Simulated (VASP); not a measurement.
# GdN (Fm-3m) in VASP: notebook

Runs on GdN. Level: PBE+U. Tasks: single point.

All numbers are computed with VASP 6.6.1; they aren't measurements. Logs are shortened: lines on timing, memory, paths and dates and some standing lists are left out, and cuts for length are marked.

**1. The structure**

The structure is cubic, space group Fm-3m (No. 225). Conventional cell: a = 5.070 Å, b = 5.070 Å, c = 5.070 Å, α = 90.00°, β = 90.00°, γ = 90.00°. Gd (site symmetry m-3m) is surrounded by 6 N at 2.54 Å. N (site symmetry m-3m) is surrounded by 6 Gd at 2.54 Å.

The cell comes from a database or a generator and needn't be the stable form of this composition.

**2. Single point, PBE+U, collinear spin, ferromagnetic start**

Contents of INCAR:

```
SYSTEM = GdN
  ALGO = All
  EDIFF = 1E-7
  ENCUT = 520
  GGA = PE
  ISIF = 2
  ISMEAR = -1
  ISPIN = 2
  LASPH = .TRUE.
  LCHARG = .FALSE.
  LDAU = .TRUE.
  LDAUJ = 0 0
  LDAUL = 3 -1
  LDAUPRINT = 1
  LDAUTYPE = 2
  LDAUU = 6 0
  LMAXMIX = 6
  LORBIT = 11
  LREAL = .FALSE.
  LWAVE = .FALSE.
  MAGMOM = 7 7 0 0
  NBANDS = 35
  NELM = 300
  PREC = Accurate
  SIGMA = 0.05
```

Contents of KPOINTS:

```
k-points
0
G
  8 8 6
  0 0 0
```

Contents of POSCAR:

```
GdN
1.0
    2.5350000000     -2.5350000000      0.0000000000
    2.5350000000      2.5350000000      0.0000000000
    0.0000000000      0.0000000000      5.0700000000
Gd N
2 2
Direct
    0.0000000000      0.0000000000      0.0000000000
    0.5000000000      0.5000000000      0.5000000000
    0.5000000000      0.5000000000      0.0000000000
    0.0000000000      0.0000000000      0.5000000000
```

Potentials or basis: VASP PAW PBE potentials, release 64 (Gd, N).

Run with:

```sh
> cat potpaw_PBE.64/Gd/POTCAR potpaw_PBE.64/N/POTCAR > POTCAR
> mpirun -np 1 vasp_std > vasp.out
```

OUTCAR:

```text
SYSTEM = GdN
   EDIFF = 1E-7
   ENCUT = 520
   GGA = PE
   ISIF = 2
   ISMEAR = -1
   ISPIN = 2
   LASPH = .TRUE.
   LORBIT = 11
   LREAL = .FALSE.
   NELM = 300
   PREC = Accurate

 ion  position               nearest neighbor table
   1  0.000  0.000  0.000-   3 2.54   4 2.54   4 2.54   3 2.54   3 2.54   3 2.54
   2  0.500  0.500  0.500-   3 2.54   4 2.54   3 2.54   4 2.54   4 2.54   4 2.54
   3  0.500  0.500  0.000-   1 2.54   2 2.54   2 2.54   1 2.54   1 2.54   1 2.54
   4  0.000  0.000  0.500-   1 2.54   2 2.54   1 2.54   2 2.54   2 2.54   2 2.54

  LATTYP: Found a simple tetragonal cell.
 ALAT       =     3.5850313806
 C/A-ratio  =     1.4142135624

  Lattice vectors:

 A1 = (   2.5350000000,  -2.5350000000,   0.0000000000)
 A2 = (   2.5350000000,   2.5350000000,   0.0000000000)
 A3 = (   0.0000000000,   0.0000000000,   5.0700000000)

Analysis of symmetry for initial positions (statically):
=====================================================================
 Subroutine PRICEL returns following result:

  LATTYP: Found a face centered cubic cell.
 ALAT       =     5.0700000000
[... 12 lines left out ...]
 Subroutine GETGRP returns: Found 16 space group operations
 (whereof 16 operations were pure point group operations)
 out of a pool of 16 trial point group operations.

The static configuration has the point symmetry D_4h.

Analysis of symmetry for dynamics (positions and initial velocities):
=====================================================================
 Subroutine PRICEL returns following result:

  LATTYP: Found a face centered cubic cell.
 ALAT       =     5.0700000000
[... 12 lines left out ...]
 Subroutine GETGRP returns: Found 16 space group operations
 (whereof 16 operations were pure point group operations)
 out of a pool of 16 trial point group operations.

The dynamic configuration has the point symmetry D_4h.

Analysis of structural, dynamic, and magnetic symmetry:
=====================================================================
 Subroutine PRICEL returns following result:
[... 237 lines left out ...]
  o =  0.9907  v =  0.6110 -0.0000 -0.7916  0.0000  0.0011 -0.0000  0.0009  0.0000  0.0000  0.0000  0.0000  0.0000  0.0000  0.0000      0.0000  0.0000  0.0000  0.0000  0.0000  0.0000  0.0000  0.0000  0.0000  0.0000  0.0000  0.0000  0.0000  0.0000
  o =  0.9907  v = -0.0009 -0.0000  0.0011  0.0000  0.7916  0.0000  0.6110  0.0000  0.0000  0.0000  0.0000  0.0000  0.0000  0.0000      0.0000  0.0000  0.0000  0.0000  0.0000  0.0000  0.0000  0.0000  0.0000  0.0000  0.0000  0.0000  0.0000  0.0000
  o =  0.9927  v =  0.0000 -0.0000  0.0000 -1.0000  0.0000 -0.0000 -0.0000  0.0000  0.0000  0.0000  0.0000  0.0000  0.0000  0.0000      0.0000  0.0000  0.0000  0.0000  0.0000  0.0000  0.0000  0.0000  0.0000  0.0000  0.0000  0.0000  0.0000  0.0000
  o =  0.9927  v =  0.7916  0.0000  0.6110  0.0000  0.0000 -0.0000 -0.0000  0.0000  0.0000  0.0000  0.0000  0.0000  0.0000  0.0000      0.0000  0.0000  0.0000  0.0000  0.0000  0.0000  0.0000  0.0000  0.0000  0.0000  0.0000  0.0000  0.0000  0.0000
  o =  0.9927  v = -0.0000 -0.0000 -0.0000  0.0000  0.6110  0.0000 -0.7916  0.0000  0.0000  0.0000  0.0000  0.0000  0.0000  0.0000      0.0000  0.0000  0.0000  0.0000  0.0000  0.0000  0.0000  0.0000  0.0000  0.0000  0.0000  0.0000  0.0000  0.0000

 number of electron      45.9999997 magnetization      14.0000111

 Free energy of the ion-electron system (eV)
  ---------------------------------------------------
  ext. energy  EPLUGINS =         0.00000000
  ---------------------------------------------------
  free energy    TOTEN  =       -45.58664175 eV

  energy without entropy =      -45.58526864  energy(sigma->0) =      -45.58595519

 E-fermi :   3.5252     XC(G=0): -11.3181

 val. band max:        3.5099428531   @ k =   0.0000   0.0000   0.1667
 cond. band min:       3.5770444548   @ k =   0.3750   0.3750   0.0000
 fundamental gap:      0.0671016017
 Fermi energy:         3.5252026442

 spin component 1

 k-point     1 :       0.0000    0.0000    0.0000
  band No.  band energies     occupation
      1     -40.3808      1.00000
      2     -40.2855      1.00000
      3     -18.1417      1.00000
      4     -17.6892      1.00000
      5     -17.6892      1.00000
      6     -17.4019      1.00000
[... 1817 lines left out ...]
     34       9.6982      0.00000
     35      10.4892      0.00000

 [... further k-points ...]
[... 5 lines left out ...]
  --------------------------------------------------------------------------------------
  -------------------------------------------------------------------------------------
  Total       -2.1493426     -2.1493426     -2.1711681      0.0000000      0.0000000     -0.0000000
  in kB      -52.8472440    -52.8472440    -53.3838821      0.0000000      0.0000000     -0.0000000
  external PRESSURE =     -53.0261234 kB  Pullay stress =       0.0000000 kB

 VOLUME and BASIS-vectors are now :
 -----------------------------------------------------------------------------
  energy-cutoff  :      520.00
  volume of cell :       65.16
      direct lattice vectors                 reciprocal lattice vectors
     2.535000000 -2.535000000  0.000000000     0.197238659 -0.197238659  0.000000000
     2.535000000  2.535000000  0.000000000     0.197238659  0.197238659  0.000000000
     0.000000000  0.000000000  5.070000000     0.000000000  0.000000000  0.197238659

 POSITION                                       TOTAL-FORCE (eV/Angst)
 -----------------------------------------------------------------------------------
      0.00000      0.00000      0.00000        -0.000000      0.000000     -0.000000
      2.53500      0.00000      2.53500         0.000000     -0.000000      0.000000
      2.53500      0.00000      0.00000         0.000000      0.000000     -0.000000
      0.00000      0.00000      2.53500        -0.000000      0.000000     -0.000000
 -----------------------------------------------------------------------------------
    total drift:                                0.000000      0.000000      0.000000

  FREE ENERGIE OF THE ION-ELECTRON SYSTEM (eV)
  ---------------------------------------------------
  free  energy   TOTEN  =       -45.5866417478 eV

  energy  without entropy=      -45.5852687674  energy(sigma->0) =      -45.58595526

 total charge

# of ion       s       p       d       f       tot
--------------------------------------------------
    1        2.032   5.659   0.514   6.971  15.176
    2        2.032   5.659   0.514   6.971  15.176
    3        1.246   2.365   0.000   0.000   3.611
    4        1.246   2.365   0.000   0.000   3.611
--------------------------------------------------
tot          6.558  16.048   1.027  13.941  37.574

 magnetization (x)

# of ion       s       p       d       f       tot
--------------------------------------------------
    1       -0.006  -0.087   0.069   6.897   6.872
    2       -0.006  -0.087   0.069   6.897   6.872
    3       -0.008  -0.103   0.000   0.000  -0.112
    4       -0.008  -0.103   0.000   0.000  -0.112
--------------------------------------------------
tot         -0.029  -0.380   0.137  13.793  13.521
```

OSZICAR:

```text
N       E                     dE             d eps       ncg     rms           ort
DAV:   1     0.363315483393E+03    0.36332E+03   -0.18381E+04  2100   0.780E+03
DAV:   2     0.549910504777E+02   -0.30832E+03   -0.24902E+03  2100   0.540E+02
DAV:   3    -0.281180130473E+02   -0.83109E+02   -0.79224E+02  2100   0.239E+02
[... 13 lines left out ...]
CGA:  84    -0.455866411578E+02   -0.39856E-06   -0.39920E-06  2100   0.629E-06   0.512E-09
CGA:  85    -0.455866414237E+02   -0.26592E-06   -0.26848E-06  2100   0.511E-06   0.203E-07
CGA:  86    -0.455866415796E+02   -0.15596E-06   -0.16272E-06  2100   0.255E-06   0.152E-07
CGA:  87    -0.455866416940E+02   -0.11437E-06   -0.11696E-06  2100   0.152E-06   0.277E-07
CGA:  88    -0.455866417478E+02   -0.53783E-07   -0.59075E-07  2100   0.116E-06   0.317E-07
   1 F= -.45586642E+02 E0= -.45585955E+02  d E =-.137298E-02  mag=    14.0000
```

Run time: 14 min. Hardware: 1 thread of Intel Xeon 6975P-C (Granite Rapids), shared host; peak memory 0.59 GiB.

Results:

```yaml
Free_energy: -45.5866 eV
Pressure: -5.3 GPa
Band_gap_on_the_k_mesh: none (metal or under the smearing width)
Net_moment: 14.00 μB per cell
Site_moments: Gd +6.87; N -0.11 μB
Valence_electrons_inside_the_program's_atomic_spheres: Gd 15.18; N 3.61
```

Eigenvalues of the final occupation matrices:
| site | spin | trace | eigenvalues |
| --- | --- | --- | --- |
| site 1 f | 1 | 6.94 | 0.99 0.99 0.99 0.99 0.99 0.99 0.99 |
| site 1 f | 2 | 0.04 | 0.00 0.00 0.00 0.00 0.01 0.01 0.01 |
| site 2 f | 1 | 6.94 | 0.99 0.99 0.99 0.99 0.99 0.99 0.99 |
| site 2 f | 2 | 0.04 | 0.00 0.00 0.00 0.00 0.01 0.01 0.01 |

Caveat: spin-orbit coupling is left out, which moves the levels of the heavy elements. The state reached can hang on the start; a lower one may exist.

**3. Single point, PBE+U, collinear spin, antiferromagnetic start**

INCAR, as its differences from that of step 2:

```diff
@@ -20,3 +20,3 @@
   LWAVE = .FALSE.
-  MAGMOM = 7 7 0 0
+  MAGMOM = 7 -7 0 0
   NBANDS = 35
```

KPOINTS is that of step 2.

POSCAR is that of step 2.

Potentials or basis: VASP PAW PBE potentials, release 64 (Gd, N).

Run with:

```sh
> cat potpaw_PBE.64/Gd/POTCAR potpaw_PBE.64/N/POTCAR > POTCAR
> mpirun -np 1 vasp_std > vasp.out
```

Wall time 10 min (1 thread of Intel Xeon 6975P-C (Granite Rapids), shared host); peak memory 0.59 GiB.

Results (log left out):

| Item | Value |
| --- | --- |
| Free energy | -45.5712 eV |
| Pressure | -5.2 GPa |
| Band gap on the k mesh | 0.10 eV |
| Net moment | 0.00 μB per cell |
| Site moments | Gd +6.86, -6.86; N -0.04, +0.04 μB |
| Valence electrons inside the program's atomic spheres | Gd 15.18; N 3.61 |

Stress tensor (GPa, compression positive):
```
-5.21  0.00  0.00
 0.00 -5.21  0.00
 0.00  0.00 -5.11
```

Levels at points of the mesh, in eV from the valence-band top:
Spin up:
```csv
k point,band 21,band 22,band 23,band 24,band 25,band 26
"(0.00, 0.00, 0.00)",-0.04,0.00,0.00,0.10,2.97,2.97
"(0.50, 0.00, 0.00)",-1.85,-1.28,-1.26,3.41,4.14,4.43
"(0.50, 0.50, 0.00)",-0.30,-0.30,-0.23,0.12,0.12,4.86
"(0.00, 0.00, 0.50)",-0.58,-0.31,-0.31,0.90,1.59,4.35
"(0.50, 0.00, 0.50)",-2.20,-2.12,-2.07,4.54,4.66,4.76
"(0.50, 0.50, 0.50)",-1.35,-1.24,-1.24,3.14,3.14,4.10
```
Spin down:
| k point | band 19 | band 20 | band 21 | band 22 | band 23 | band 24 | band 25 | band 26 | band 27 | band 28 |
| --- | --- | --- | --- | --- | --- | --- | --- | --- | --- | --- |
| (0.00, 0.00, 0.00) | -0.34 | -0.34 | -0.04 | 0.00 | 0.00 | 0.10 | 2.97 | 2.97 | 3.05 | 3.24 |
| (0.50, 0.00, 0.00) | -2.96 | -2.00 | -1.85 | -1.28 | -1.26 | 3.41 | 4.14 | 4.43 | 4.55 | 4.78 |
| (0.50, 0.50, 0.00) | -1.18 | -0.39 | -0.30 | -0.30 | -0.23 | 0.12 | 0.12 | 4.86 | 4.86 | 5.02 |
| (0.00, 0.00, 0.50) | -2.35 | -0.58 | -0.58 | -0.31 | -0.31 | 0.90 | 1.59 | 4.35 | 4.54 | 4.54 |
| (0.50, 0.00, 0.50) | -3.83 | -2.25 | -2.20 | -2.12 | -2.07 | 4.54 | 4.66 | 4.76 | 4.87 | 4.93 |
| (0.50, 0.50, 0.50) | -1.89 | -1.35 | -1.35 | -1.24 | -1.24 | 3.14 | 3.14 | 4.10 | 4.10 | 4.86 |

Eigenvalues of the final occupation matrices:
```tsv
site	spin	trace	eigenvalues
site 1 f	1	6.94	0.99 0.99 0.99 0.99 0.99 0.99 0.99
site 1 f	2	0.04	0.00 0.00 0.00 0.00 0.01 0.01 0.01
site 2 f	1	0.04	0.00 0.00 0.00 0.00 0.01 0.01 0.01
site 2 f	2	6.94	0.99 0.99 0.99 0.99 0.99 0.99 0.99
```

Caveat: spin-orbit coupling is left out, which moves the levels of the heavy elements. The state reached can hang on the start; a lower one may exist.
